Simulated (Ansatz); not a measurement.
SrCl2 built on the fluorite prototype at its r2SCAN geometry, run in the PAW code Ansatz at 3 levels of theory. No magnetic order and no zero-point or thermal motion.

The PBE+SOC input:
```yaml
crystal:
  lattice:
    - [0.0, 3.4977180848, 3.4977180848]
    - [3.4977180848, 0.0, 3.4977180848]
    - [3.4977180848, 3.4977180848, 0.0]
  atoms:
    - { symbol: Sr, position: [0.0, 0.0, 0.0] }
    - { symbol: Cl, position: [0.25, 0.25, 0.25] }
    - { symbol: Cl, position: [0.75, 0.75, 0.75] }
kpoints:
  mp_grid: { grid: [6, 6, 6] }
  band_path:
    path:
      - [0.0, 0.0, 0.0]
      - [0.5, 0.0, 0.5]
      - [0.625, 0.25, 0.625]
      - [0.375, 0.375, 0.75]
      - [0.5, 0.5, 0.5]
      - [0.5, 0.25, 0.75]
    npoints: 1
hamiltonian:
  xc: pbe
scf:
  occupations: { method: fixed }
  n_extra_bands: 8
magnetization:
  noncollinear: true
  spin_orbit: true
output:
  forces: true
  stress: true
  eigenvalues: true
```

Main results, then, where recorded, the levels near the gap in eV from the Fermi energy (columns number the bands from 0), one row a point of the path (Γ, X, U, K, L, W):
```
Crystal: 3 atoms, lattice volume = 85.582 Å³
Symmetry: 48 space group operations + 48 with time reversal
Magnetic group: BNS 225.117 (UNI 1619)
```
```
Basis set: ecut = 420 eV, 1687 PW (Γ)
k-points: 16 of 216
SCF 1 converged in 7 iterations: F = -5711.358603 eV  dr2 = 1.75e-8
Free energy (F): -5711.358603 eV
Fermi energy:    3.023949 eV
--- Stress (GPa, compression-positive) ---
        0.686655       0.000000       0.000000
        0.000000       0.686655       0.000000
        0.000000       0.000000       0.686655
  P = ⅓ Tr σ = 0.6867 GPa (6.867 kbar)
```
```tsv
band_14	band_15	band_16	band_17	band_18	band_19	band_20	band_21	band_22	band_23	band_24	band_25	band_26	band_27	band_28	band_29
-2.060	-2.060	-2.060	-2.060	-0.429	-0.429	-0.285	-0.285	-0.285	-0.285	5.311	5.311	6.105	6.105	6.105	6.105
-1.871	-1.871	-1.838	-1.838	-0.433	-0.433	-0.350	-0.350	0.000	0.000	5.511	5.511	7.027	7.027	7.610	7.610
-1.889	-1.889	-1.696	-1.696	-0.708	-0.708	-0.517	-0.517	-0.107	-0.107	5.955	5.955	7.112	7.112	7.329	7.329
-1.889	-1.889	-1.696	-1.696	-0.708	-0.708	-0.517	-0.517	-0.107	-0.107	5.955	5.955	7.112	7.112	7.329	7.329
-1.504	-1.504	-1.458	-1.458	-1.307	-1.307	-1.078	-1.078	-0.985	-0.985	6.707	6.707	6.728	6.728	7.500	7.500
-2.197	-2.197	-1.205	-1.205	-1.185	-1.185	-0.303	-0.303	-0.100	-0.100	6.229	6.229	7.002	7.002	7.203	7.203
```

With PBE+SOC the valence top lies at X and the conduction bottom at Γ, 5.31 eV higher; the smallest vertical gap, at X, is 5.51 eV.

r2SCAN. Against the first input these blocks differ (the band path and keys that only write files left aside):
```yaml
hamiltonian:
  xc: r2scan
scf:
  occupations: { method: fixed }
  n_extra_bands: 4
```
(magnetization left out)

```
Basis set: ecut = 500 eV, 2109 PW (Γ)
k-points: 16 of 216
SCF 1 converged in 6 iterations: F = -5730.715921 eV  dr2 = 1.39e-8
Free energy (F): -5730.715921 eV
Fermi energy:    2.649695 eV
--- Stress (GPa, compression-positive) ---
       -0.015568       0.000000       0.000000
        0.000000      -0.015568       0.000000
        0.000000       0.000000      -0.015568
  P = ⅓ Tr σ = -0.0156 GPa (-0.156 kbar)
```
```tsv
band_7	band_8	band_9	band_10	band_11	band_12	band_13	band_14
-2.118	-2.118	-0.342	-0.342	-0.342	5.937	6.700	6.700
-1.896	-1.896	-0.388	-0.388	0.000	5.994	7.787	8.241
-1.918	-1.734	-0.699	-0.530	-0.107	6.436	7.850	7.936
-1.918	-1.734	-0.699	-0.530	-0.107	6.436	7.850	7.936
-1.550	-1.467	-1.327	-1.054	-1.054	7.307	7.307	8.196
-2.243	-1.213	-1.213	-0.295	-0.105	6.687	7.625	7.941
```

r2SCAN gives an indirect gap of 5.94 eV, from X to Γ; the least direct gap is 5.99 eV at X. The mean stress is close to zero (-0.02 GPa).

**Question.** In the first input these blocks are replaced (the band path and keys that only write files left aside):
```yaml
kpoints:
  mp_grid: { grid: [4, 4, 4] }
hamiltonian:
  xc: pbe0
scf:
  occupations: { method: fixed }
  n_extra_bands: 4
```
(magnetization left out)
What comes out?

**Answer.**
```
Basis set: ecut = 420 eV, 1687 PW (Γ)
k-points: 8 of 64
SCF 1 stopped early in 2 iterations: F = -5710.726791 eV  dr2 = 2.55e-5
SCF 2 stopped early in 6 iterations: F = -5715.173104 eV  dr2 = 1.90e-7
hybrid outer 1: dexx = +6.523e-3 eV, tail = 7.60e-6 eV
SCF 3 converged in 3 iterations: F = -5715.173113 eV  dr2 = 1.06e-8
hybrid outer 2: dexx = +1.748e-7 eV, tail = 2.79e-8 eV, Δε = 7.16e-4 eV
Free energy (F): -5715.173113 eV
Fermi energy:    1.708493 eV
--- Stress (GPa, compression-positive) ---
        0.119621       0.000000       0.000000
        0.000000       0.119621       0.000000
        0.000000       0.000000       0.119621
  P = ⅓ Tr σ = 0.1196 GPa (1.196 kbar)
```
```tsv
band_7	band_8	band_9	band_10	band_11	band_12	band_13	band_14
-2.270	-2.270	-0.363	-0.363	-0.363	7.316	8.296	8.296
-2.030	-2.030	-0.415	-0.415	0.000	7.579	9.309	9.984
-2.052	-1.855	-0.748	-0.569	-0.113	8.056	9.384	9.649
-2.052	-1.855	-0.748	-0.569	-0.113	8.056	9.384	9.649
-1.654	-1.590	-1.407	-1.133	-1.133	8.972	8.972	9.831
-2.385	-1.301	-1.301	-0.319	-0.109	8.341	9.272	9.480
```
With PBE0 the valence top lies at X and the conduction bottom at Γ, 7.32 eV higher; the smallest vertical gap, at X, is 7.58 eV. The mean stress, +0.1 GPa, is small, and the program warns that its thresholds are loose for a hybrid's stress.

Small level splittings and stresses of the hybrids carry the error of their coarser meshes.

Totals of different functionals, or with and without spin-orbit coupling, can't be compared.

Only the levels marked +SOC include spin-orbit coupling.

The meshes of the hybrids are coarse, so their gaps aren't converged to the digits shown.
